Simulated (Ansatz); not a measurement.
# Quasiparticle gap of InGa2As2P (zincblende [001] superlattice), part 2 of 2

Wanted: the gap of InGa2As2P (zincblende [001] superlattice) with a many-body correction, and the time that it takes.

Ansatz 0.2.0; PBEsol, then G0W0 on it, plane waves, PAW. Known limits of the many-body steps: finite bands, screening cutoff and k mesh; no spin-orbit coupling in G0W0; d shells not analysed; large ε∞ on the G0W0 mesh.

So far. Step 2 (Bands along the symmetry lines): Over mesh and path the gap is 0.316 eV, direct, at k = Γ.

In doubt: masses and optical values from hybrid runs of this build are listed as unsure (in some of the runs), which bears on the screening that GW takes from such a start.

## Step 3: One-shot GW

G0W0 replaces the xc potential by a self-energy built once from the orbitals of the start. Levels are corrected in the window of bands that the input names, at points of the mesh.

This step: G0W0 on PBEsol, plane waves, PAW; PAW set soft_1.

Input file input.yaml:

```yaml
crystal:
  lattice:
    - [4.0538311989, 0.0, 0.0]
    - [0.0, 4.0469425135, 0.0]
    - [0.0, 0.0, 17.2224778449]
  atoms:
    - { symbol: In, position: [0.0, 0.0, 0.0484325628] }
    - { symbol: P, position: [0.5, 0.0, 0.1359450208] }
    - { symbol: In, position: [0.5, 0.5, 0.2238114049] }
    - { symbol: P, position: [0.0, 0.5, 0.3121398868] }
    - { symbol: Ga, position: [0.0, 0.0, 0.3867918789] }
    - { symbol: As, position: [0.5, 0.0, 0.4678000938] }
    - { symbol: Ga, position: [0.5, 0.5, 0.5489188677] }
    - { symbol: As, position: [0.0, 0.5, 0.6299707883] }
    - { symbol: Ga, position: [0.0, 0.0, 0.7112555819] }
    - { symbol: As, position: [0.5, 0.0, 0.7923020257] }
    - { symbol: Ga, position: [0.5, 0.5, 0.8737366578] }
    - { symbol: As, position: [0.0, 0.5, 0.9539022846] }
kpoints:
  mp_grid: { grid: [4, 4, 2] }
hamiltonian:
  xc: pbesol
  pseudopotentials: { kind: paw, azcp: { folder: soft_1 }, xc_functional: pbe }
scf:
  occupations: { method: fixed }
gw:
  n_empty_bands: 1178
  ecut_chi: 150.0
  qp_bands: [v4, c4]
  qp_kpoints: band_edges
  screening: { model: contour_deformation }
```

The run is started by

```bash
> ansatz run input.yaml --threads 3 --pin off --max-ram 92160MiB --backend cuda --events-out ev --progress --plain --runs-dir out --devices 1 --max-vram 13GiB
```

Numbers of over 12 decimals in the logs are rounded to 6 here.

Output:

```text
GPUs: using 1 of 1 available (devices: 1).
[...]
GPU FFT provider: cuFFT
GPU libraries: cuBLAS 13.8.2, cuFFT 12.4.0, cuSOLVER 12.3.4
Crystal: 12 atoms, lattice volume = 282.545 Å³
Basis set: ecut = 420 eV, 5545 PW (Γ)
Bands: 89, of which v1, the nominal top of the filled ones, is band 74 counted from 1 (73 counted from 0)
Symmetry: 4 space group operations
[...]
k-points: 18 of 32
[...]
GPU buffer pool allocated for 108000 grid points (all kernels)
[...]
SCF iter   1: F=—  HF=-46760.750749 eV  |F-HF|=—  |Δ(HF+E_count)|=         —  Δρ=3.97e-2  dr2=1.21e1  ethr=3.10e-3  ⟨swp⟩=5.0  Hψ=5608  notcnv=0  defer=219
[...]
SCF iter  12: F=-46758.965870 eV  HF=-46758.965870 eV  |F-HF|=2.70e-9  |Δ(HF+E_count)|=   2.89e-8  Δρ=1.43e-6  dr2=9.34e-9  ethr=6.76e-11  ⟨swp⟩=3.0  Hψ=3265  notcnv=0
SCF 1 converged in 12 iterations: F = -46758.965870 eV  dr2 = 9.34e-9
[...]
NSCF: frozen V_eff on 18 k-points
the band table was solved once the SCF had ended and its energy, with any forces and stress, was formed, with the checks that follow a solve (5956 applications of the Hamiltonian). They found nothing against the state; the energy, forces and stress were not computed again (output.eigenvalues in the input reference)
[...]
G₀W₀ screening: q 1/18
[... further progress lines ...]
SCF converged after 12 iterations
Free energy (F): -46758.965870 eV
[...]
Internal energy: -46758.965870 eV  (E = F + TS)
E sigma→0 (E₀):  -46758.965870 eV
Fermi energy:    7.559403 eV
[...]
--- Band table (eV; the first three rows and the last of 18) ---
  k-point 0: bands = [... 70 lower, 6.6600, 7.4006, 7.4589, 7.5594, 7.8679, 8.7709, 8.9228, 9.0972, ... 11 higher]
  k-point 1: bands = [... 70 lower, 6.9983, 7.0587, 7.2320, 7.4114, 8.6689, 8.8375, 8.9851, 9.0704, ... 11 higher]
  k-point 2: bands = [... 70 lower, 6.6230, 6.6466, 6.7469, 7.1857, 8.8854, 9.0834, 9.3657, 9.5670, ... 11 higher]
  k-point 17: bands = [... 70 lower, 4.7145, 4.7516, 4.7603, 4.7620, 9.2537, 9.3212, 9.4566, 9.5120, ... 11 higher]
--- G₀W₀: contour deformation, 8 samples at zero and on the imaginary axis and 1 off it, 32 q-points, 1178 empty bands' worth ---
  eigenvalues of the whole cell's RPA ε∞ on this k-mesh (on a slab, of 1 + 4πα/V) = 53.5584, 79.0344, 143.2904; static W/v taken at q = 0 is 0.005572
  gw.qp_kpoints: band_edges: 11 of 18 stored k-points solved, in 1 pass; an edge of the gap read off the rows below is read off those points alone
    valence top: of the k-points left out ik 3 came nearest to being solved in a further pass, in band 74 (counted from 1, as in the quasiparticle table): it holds the edge there only if its correction is more favourable than any solved in that band by at least 0.498 eV; those differ by 0.049 eV
    conduction bottom: of the k-points left out ik 3 came nearest to being solved in a further pass, in band 75 (counted from 1, as in the quasiparticle table): it holds the edge there only if its correction is more favourable than any solved in that band by at least 0.905 eV; those differ by 0.227 eV
    ik  band        ε_KS         Σx   Σc(E_QP)       V_xc       Z   E_QP_lin       E_QP  E_QP is
     0    71      6.6600   -16.0919     1.3720   -14.2500  0.7350     6.1672     6.1902  root
     0    72      7.4006   -16.1790     0.5995   -15.1674  0.7448     6.9741     6.9885  root
     0    73      7.4589   -16.8249     1.0900   -15.2790  0.7415     6.9829     7.0030  root
     0    74      7.5594   -16.7314     1.0614   -15.2184  0.7428     7.0882     7.1078  root
     0    75      7.8679   -11.5930    -3.5686   -15.3778  0.7582     8.0870     8.0840  root
     0    76      8.7709    -6.9809    -3.8779   -10.8813  0.7598     8.7934     8.7934  root
     0    77      8.9228    -7.6351    -3.8728   -11.5611  0.7576     8.9760     8.9759  root
     0    78      9.0972    -7.3901    -3.9312   -11.3743  0.7575     9.1502     9.1500  root
     1    71      6.9983   -16.4723     1.2403   -14.7678  0.7369     6.5125     6.5341  root
     1    72      7.0587   -16.4780     1.2173   -14.8016  0.7366     6.5786     6.5995  root
     1    73      7.2320   -16.5251     1.1484   -14.9196  0.7406     6.7543     6.7749  root
     1    74      7.4114   -16.4332     1.0939   -14.8903  0.7422     6.9428     6.9623  root
     1    75      8.6689    -8.3729    -3.7428   -12.1787  0.7549     8.7321     8.7318  root
     1    76      8.8375    -7.6635    -3.8154   -11.5162  0.7590     8.8749     8.8748  root
     1    77      8.9851   -10.5531    -3.5852   -14.2337  0.7505     9.0810     9.0805  root
     1    78      9.0704   -10.2175    -3.5959   -13.8612  0.7485     9.1184     9.1182  root
     2    71      6.6230   -16.2908     1.4197   -14.3954  0.7339     6.1237     6.1473  root
     2    72      6.6466   -15.9311     1.0262   -14.4639  0.7398     6.1872     6.2057  root
     2    73      6.7469   -15.8020     0.9819   -14.3849  0.7414     6.2940     6.3117  root
     2    74      7.1857   -16.7001     1.2169   -15.0187  0.7387     6.6995     6.7212  root
     2    75      8.8854    -9.7166    -3.7718   -13.6327  0.7549     9.0309     9.0297  root
     2    76      9.0834    -9.7988    -3.8594   -13.8057  0.7546     9.2321     9.2308  root
     2    77      9.3657    -7.5813    -4.0117   -11.6553  0.7552     9.4280     9.4279  root
     2    78      9.5670    -9.2789    -4.0815   -13.5047  0.7459     9.7124     9.7112  root
     4    71      6.2746   -16.2529     1.5400   -14.2220  0.7337     5.7576     5.7838  root
     4    72      6.2968   -16.2800     1.5322   -14.2580  0.7340     5.7804     5.8070  root
     4    73      6.3979   -16.2519     1.5963   -14.1757  0.7259     5.8935     5.9181  root
     4    74      6.4559   -16.3000     1.5845   -14.2368  0.7255     5.9529     5.9772  root
     4    75      8.9285    -9.8326    -3.8018   -13.7805  0.7533     9.0758     9.0745  root
     4    76      8.9691    -9.8572    -3.8295   -13.8377  0.7522     9.1214     9.1200  root
     4    77      9.1475    -9.6499    -3.8919   -13.6519  0.7521     9.2583     9.2576  root
     4    78      9.1962    -9.6892    -3.9335   -13.7433  0.7505     9.3176     9.3168  root
     5    71      6.3741   -15.9403     1.2355   -14.2365  0.7371     5.8836     5.9058  root
     5    72      6.3780   -15.9524     1.2358   -14.2497  0.7368     5.8891     5.9111  root
     5    73      6.3993   -16.2570     1.5944   -14.1825  0.7261     5.8946     5.9193  root
     5    74      6.4565   -16.3019     1.5840   -14.2391  0.7255     5.9534     5.9778  root
     5    75      8.4652    -9.6105    -3.7547   -13.5152  0.7592     8.6164     8.6151  root
     5    76      8.4653    -9.6002    -3.7551   -13.5031  0.7592     8.6144     8.6132  root
     5    77      9.7462    -9.2092    -4.2031   -13.5776  0.7440     9.9132     9.9114  root
     5    78      9.7503    -9.1935    -4.1982   -13.5555  0.7444     9.9158     9.9140  root
[...]
16    75      8.8733    -6.8243    -3.7229   -10.5358  0.7665     8.8620     8.8620  root
    16    76      8.8911    -6.8257    -3.7294   -10.5439  0.7662     8.8798     8.8798  root
    16    77      9.2188    -8.1035    -3.8536   -12.0191  0.7590     9.2810     9.2807  root
    16    78      9.2237    -8.0825    -3.8630   -12.0097  0.7588     9.2881     9.2879  root
    17    71      4.7145   -15.1825     1.9724   -12.7255  0.7111     4.2028     4.2300  root
    17    72      4.7516   -15.4030     1.9970   -12.9080  0.7129     4.2248     4.2535  root
    17    73      4.7603   -15.3821     2.0130   -12.8742  0.7116     4.2377     4.2654  root
    17    74      4.7620   -15.1166     1.9133   -12.7153  0.7146     4.2465     4.2740  root
    17    75      9.2537    -7.0460    -3.8139   -10.8601  0.7609     9.2540     9.2540  root
    17    76      9.3212    -7.0649    -3.8510   -10.9216  0.7601     9.3269     9.3269  root
    17    77      9.4566    -6.9834    -3.8486   -10.8227  0.7610     9.4473     9.4473  root
    17    78      9.5120    -7.0076    -3.8805   -10.8842  0.7605     9.5082     9.5082  root
```

The job ended after 3.5 min (1 × NVIDIA H100 80GB HBM3 (shared by 6 runs) with 3 threads of AMD EPYC 7R13 (Zen 3), shared host; peak memory 7.4 GiB).

This step gave:

```yaml
bands_summed: 1252
rpa_eps_infinity_on_this_mesh_eigenvalues: 53.56, 79.03, 143.3
plane_waves_in_the_screening_matrix: 1147
q_points_in_the_mesh: 32
g0w0_gap_over_the_corrected_points: 0.9762 eV
k_of_the_valence_top: 0, 0, 0
k_of_the_conduction_bottom: 0, 0, 0
starting_gap_on_the_mesh: 0.3084 eV
z_at_the_valence_top: 0.7428
z_at_the_conduction_bottom: 0.7582
least_direct_g0w0_gap_over_the_corrected_points: 0.9762 eV
```

Over 11 of 18 irreducible mesh points the G0W0 gap is 0.976 eV, direct, at k = Γ. The PBEsol gap of this run on the mesh is 0.308 eV. The two states that bound the G0W0 gap lie that far apart at the start, so the correction of the gap is 0.976 − 0.308 = +0.668 eV. The start of this run differs from the step before in mesh (6×6×2 and 4×4×2).

Labels follow the order of the start: v1 is the top filled band, c1 the lowest empty one; levels that stay degenerate share a row, the window can cut a multiplet, doubted levels are not marked in this list, bands outside the window were not corrected, and the list may be a part of the corrected levels. The levels before and after the correction (eV, zero at the valence-band top of each column):

```
           conduction bottom  valence top
Kohn-Sham               0.31         0.00
     G0W0               0.98         0.00
```

```
           level  occupation  energy (eV)
Kohn-Sham   Γ v4           2       -0.899
Kohn-Sham   Γ v3           2       -0.159
Kohn-Sham   Γ v2           2       -0.100
Kohn-Sham   Γ v1           2        0.000
Kohn-Sham   Γ c1           0        0.308
Kohn-Sham   Γ c2           0        1.212
Kohn-Sham   Γ c3           0        1.363
Kohn-Sham   Γ c4           0        1.538
     G0W0   Γ v4           2       -0.918
     G0W0   Γ v3           2       -0.119
     G0W0   Γ v2           2       -0.105
     G0W0   Γ v1           2        0.000
     G0W0   Γ c1           0        0.976
     G0W0   Γ c2           0        1.686
     G0W0   Γ c3           0        1.868
     G0W0   Γ c4           0        2.042
```

The parts of the quasiparticle energy for the two states that bound the G0W0 gap, in eV on the run's own scale (QP = start + Σx + Σc − Vxc, with Σc at the quasiparticle energy):

```
             edge  k  band  start       Σx      Σc      Vxc      Z     QP
      valence top  Γ    74  7.559  −16.731   1.061  −15.218  0.743  7.108
conduction bottom  Γ    75  7.868  −11.593  −3.569  −15.378  0.758  8.084
```

## Step 4: Spin-orbit coupling

This run has two-component orbitals with spin-orbit coupling.

This step: DFT, PBEsol with spin-orbit coupling, plane waves, PAW; PAW set soft_1.

Edit input.yaml of step 3 so:

```diff
@@ -19,13 +19,24 @@
 kpoints:
-  mp_grid: { grid: [4, 4, 2] }
+  mp_grid: { grid: [6, 6, 2] }
+  band_path:
+    path:
+      - [0.0, 0.0, 0.0]
+      - [0.5, 0.0, 0.0]
+      - [0.5, 0.5, 0.0]
+      - [0.0, 0.5, 0.0]
+      - [0.0, 0.0, 0.5]
+      - [0.5, 0.0, 0.5]
+      - [0.5, 0.5, 0.5]
+      - [0.0, 0.5, 0.5]
+    npoints: 1
 hamiltonian:
   xc: pbesol
-  pseudopotentials: { kind: paw, azcp: { folder: soft_1 }, xc_functional: pbe }
+  pseudopotentials: { kind: paw_fr, azcp: { folder: soft_1 }, xc_functional: pbe }
 scf:
-  occupations: { method: fixed }
-gw:
-  n_empty_bands: 1178
-  ecut_chi: 150.0
-  qp_bands: [v4, c4]
-  qp_kpoints: band_edges
-  screening: { model: contour_deformation }
+  occupations: { method: fermi_dirac, width: 0.02 }
+  n_extra_bands: 16
+magnetization:
+  noncollinear: true
+  spin_orbit: true
+output:
+  eigenvalues: true
```

Output:

```text
[...]
GPUs: using 1 of 1 available (devices: 1).
[...]
non-collinear run that drives no moment, with spin-orbit: no starting moment large enough to seed its density (crystal.atoms[].spin), no starting occupations that ask for one, no magnetisation constraint and no magnetic field, so the semilocal B_xc is pinned to zero
[...]
GPU FFT provider: cuFFT
GPU libraries: cuBLAS 13.8.2, cuFFT 12.4.0, cuSOLVER 12.3.4
Crystal: 12 atoms, lattice volume = 282.545 Å³
Basis set: ecut = 420 eV, 5545 PW (Γ)
Bands: 164, of which v1, the nominal top of the filled ones, is band 148 counted from 1 (147 counted from 0)
Symmetry: 4 space group operations + 4 with time reversal
[...]
k-points: 32 of 72
Projection manifold: j_resolved (fully-relativistic pseudo-atomic orbitals)
[...]
GPU buffer pool allocated for 108000 grid points (all kernels)
[...]
SCF iter   1: F=—  HF=-46765.535610 eV  |F-HF|=—  |Δ(HF+E_count)|=         —  Δρ=3.94e-2  dr2=1.19e1  dr2_m=0.00e0 (ungated)  ethr=3.10e-3  |M|=0.00e0 ∫|m|=0.00e0 μB  |m|>n=0.0e0 m-floor=0.0e0 τ_xc=0.0e0  β_m=0.30  ⟨swp⟩=7.1  Hψ=27605  notcnv=0  defer=8
[...]
spin=Noncollinear: Resta preconditioning applied to the charge; magnetization (m_x, m_y, m_z) channels mix plain (no charge-response kernel on spin).
SCF iter   2: F=—  HF=-46764.257319 eV  |F-HF|=—  |Δ(HF+E_count)|=    1.28e0  Δρ=2.89e-2  dr2=2.35e0  dr2_m=0.00e0 (ungated)  ethr=3.10e-3  |M|=0.00e0 ∫|m|=0.00e0 μB  |m|>n=0.0e0 m-floor=0.0e0 τ_xc=0.0e0  β_m=0.46  ⟨swp⟩=2.3  Hψ=6615  notcnv=0  defer=253
[...]
SCF iter  11: F=-46763.775839 eV  HF=-46763.775839 eV  |F-HF|=1.17e-8  |Δ(HF+E_count)|=   4.06e-9  Δρ=2.05e-6  dr2=1.44e-8  dr2_m=0.00e0 (ungated)  ethr=6.76e-11  |M|=0.00e0 ∫|m|=0.00e0 μB  |m|>n=0.0e0 m-floor=0.0e0 τ_xc=0.0e0  ⟨swp⟩=11.6  Hψ=22290  notcnv=0
SCF 1 converged in 11 iterations: F = -46763.775839 eV  dr2 = 1.44e-8
[...]
SCF converged after 11 iterations
Magnetization: |M| = 0.0000 μB,  M = (+0.0000, +0.0000, +0.0000) μB
Absolute magnetization: 0.0000 μB (∫|m|)
  site 0: m = (+0.0000, +0.0000, +0.0000) μB, |m| = 0.0000 μB  (R = 1.04 Å)
  site 1: m = (+0.0000, +0.0000, +0.0000) μB, |m| = 0.0000 μB  (R = 1.04 Å)
  site 2: m = (+0.0000, +0.0000, +0.0000) μB, |m| = 0.0000 μB  (R = 1.04 Å)
  site 3: m = (+0.0000, +0.0000, +0.0000) μB, |m| = 0.0000 μB  (R = 0.99 Å)
  site 4: m = (+0.0000, +0.0000, +0.0000) μB, |m| = 0.0000 μB  (R = 0.99 Å)
  site 5: m = (+0.0000, +0.0000, +0.0000) μB, |m| = 0.0000 μB  (R = 1.01 Å)
  site 6: m = (+0.0000, +0.0000, +0.0000) μB, |m| = 0.0000 μB  (R = 1.01 Å)
  site 7: m = (+0.0000, +0.0000, +0.0000) μB, |m| = 0.0000 μB  (R = 1.01 Å)
  site 8: m = (+0.0000, +0.0000, +0.0000) μB, |m| = 0.0000 μB  (R = 1.01 Å)
  site 9: m = (+0.0000, +0.0000, +0.0000) μB, |m| = 0.0000 μB  (R = 1.02 Å)
  site 10: m = (+0.0000, +0.0000, +0.0000) μB, |m| = 0.0000 μB  (R = 1.01 Å)
  site 11: m = (+0.0000, +0.0000, +0.0000) μB, |m| = 0.0000 μB  (R = 1.01 Å)
Free energy (F): -46763.775839 eV
[...]
Internal energy: -46763.775825 eV  (E = F + TS)
E sigma→0 (E₀):  -46763.775832 eV
Entropy (-TS):   -0.000013 eV (-0.001 meV/atom)
Fermi energy:    7.731828 eV
[...]
--- Band table (eV; the first three rows and the last of 32) ---
  k-point 0: bands = [... 144 lower, 7.5025, 7.5025, 7.6026, 7.6026, 7.8608, 7.8608, 8.7661, 8.7661, ... 12 higher]
  k-point 1: bands = [... 144 lower, 7.2276, 7.2276, 7.4126, 7.4126, 8.6631, 8.6631, 8.8319, 8.8319, ... 12 higher]
  k-point 2: bands = [... 144 lower, 6.8799, 6.8962, 7.3361, 7.3458, 9.0976, 9.1038, 9.1708, 9.1748, ... 12 higher]
  k-point 31: bands = [... 144 lower, 4.7685, 4.7685, 4.7806, 4.7806, 9.2471, 9.2471, 9.3187, 9.3187, ... 12 higher]
```

Elapsed: 22 s, on 1 × NVIDIA H100 80GB HBM3 (shared by 6 runs) with 3 threads; peak memory 1.3 GiB.

Numbers from this step:

| Quantity | Value |
| --- | --- |
| gap | 0.2582 eV |
| valence top at | Γ |
| conduction bottom at | Γ |
| least direct gap | 0.2582 eV |

Over mesh and listed points the gap is 0.258 eV, direct, at k = Γ. PBEsol+SOC against PBEsol: 0.258 − 0.316 = −0.058 eV, with the same mesh, set of files (read in its fully relativistic form for the spin-orbit run) and cutoff, and both edges at the same k points. The spin-orbit run sees mesh and listed points alone, so its gap is an upper bound: the coupling can move an edge off these points, the more so as this crystal has no centre of inversion, and the change over the zone, its sign included where it is small, is not known.

## Step 5: The runs together

Each gap is the least one over the points named; times are wall times on shared hosts, not benchmarks. A G0W0 time includes the run's own self-consistent start. Runs with listed points see these and the mesh alone, so an edge that moves elsewhere is missed. Rows marked * are further runs, not shown as steps, whose inputs differ from the G0W0 step on the same start in the columns given; solver thresholds can differ too. Rows marked ? have an edge level that the program doubts.

```
        level   mesh       files, cutoff  bands summed, screening                            points  gap (eV)  valence top  conduction bottom  least direct gap (eV)     time
       PBEsol  6×6×2  soft_1 PAW, 420 eV                        -                     mesh and path     0.316            Γ                  Γ                  0.316     24 s
   PBEsol+SOC  6×6×2  soft_1 PAW, 420 eV                        -            mesh and listed points     0.258            Γ                  Γ                  0.258     22 s
G0W0@PBEsol*?  4×4×2  soft_1 PAW, 420 eV               372, 60 eV  11 of 18 irreducible mesh points     1.006            Γ                  Γ                  1.006     66 s
  G0W0@PBEsol  4×4×2  soft_1 PAW, 420 eV             1252, 150 eV  11 of 18 irreducible mesh points     0.976            Γ                  Γ                  0.976  3.5 min
```

## Step 6: Results

```
PBEsol gap over mesh and path                         : 0.316 eV, direct, at k = Γ
G0W0@PBEsol gap over 11 of 18 irreducible mesh points : 0.976 eV, direct, at k = Γ
PBEsol+SOC gap over mesh and listed points            : 0.258 eV
GW settings                                           : 4×4×2 mesh, 1178 empty bands, screening to 150 eV, PAW set soft_1 files
known limits                                          : finite bands, screening cutoff and k mesh; no spin-orbit coupling in G0W0; d shells not analysed; large ε∞ on the G0W0 mesh
```

In words: Over 11 of 18 irreducible mesh points the G0W0 gap is 0.976 eV, direct, at k = Γ. The PBEsol gap of this run on the mesh is 0.308 eV. The two states that bound the G0W0 gap lie that far apart at the start, so the correction of the gap is 0.976 − 0.308 = +0.668 eV. The valence state moves by 7.108 − 7.559 = −0.451 eV and the conduction state by 8.084 − 7.868 = +0.216 eV, on the run's own scale; how far single levels stand from their limit in bands is not shown. Both edges that PBEsol shows over mesh and path lie at k points where levels were corrected. Levels at other points were not corrected, so a lower G0W0 gap elsewhere in the zone is not ruled out. From 372 bands and 60 eV to 1252 bands and 150 eV the gap moves by 0.976 − 1.006 = −0.030 eV; bands and screening cutoff rise together, so their parts are not told apart. Two runs can't test a law of convergence, so the limit is not known. G0W0 on other starts in this series, not shown as steps and not all at these settings: 1.517 eV on HSE06 (4×4×2, soft_1 PAW, 621 bands, 90 eV). PBEsol+SOC against PBEsol: 0.258 − 0.316 = −0.058 eV, with the same mesh, set of files (read in its fully relativistic form for the spin-orbit run) and cutoff, and both edges at the same k points. The spin-orbit run sees mesh and listed points alone, so its gap is an upper bound: the coupling can move an edge off these points, the more so as this crystal has no centre of inversion, and the change over the zone, its sign included where it is small, is not known. What spin-orbit coupling does to the G0W0 levels was not computed, so no sum with the G0W0 gap is formed. The G0W0 runs are scalar-relativistic. One-shot GW is known to converge slowly in bands for compounds with shallow d shells. The cell holds Ga and In; the filling of the d shell and its place against the gap were not analysed here. The largest eigenvalue of the RPA ε∞ is large: 143 in G0W0@PBEsol (4×4×2, 1252 bands) and 143 in G0W0@PBEsol (4×4×2, 372 bands). A coarse mesh can overstate it where a direct gap is narrow; the runs shown don't test that. No pair of G0W0 runs that differ in the mesh alone is shown (4×4×2 is a supercell whose nearest images lie 16 Å apart), so the error from the mesh is not known here. G0W0 is shown with one set of atomic data (soft_1 PAW), so the error from the files is not known here.

[Paths, hosts, dates, memory and timing lines, banners, echoed tables and standing remarks are left out of the program output.]

[Logs are printed without paths, hosts, clocks, repeated set-up lines and the standing remarks that a program may print on its own settings, such as how far it seeks lower states.]

[Runs of the session that timed out or met a known fault of the program may be left out.]

[Cells called generated may have been cut or substituted from an entry of the Crystallography Open Database or the Materials Project.]

[Hosts, paths, dates, database ids (printed as entryN), source tags and the programs' standing remarks are cut or masked in the printed files.]

[Where an RPA ε∞ is given, it is that of the G0W0 mesh and is not shown converged in it. Names of k-points follow the symmetry that the program found, which can be lower than the space group named. Band edges on a path are those of the sampled points; other points can move an edge, and change direct to indirect where valleys lie close.]

[Hybrid gaps are those of their k-mesh and are not shown converged in it.]
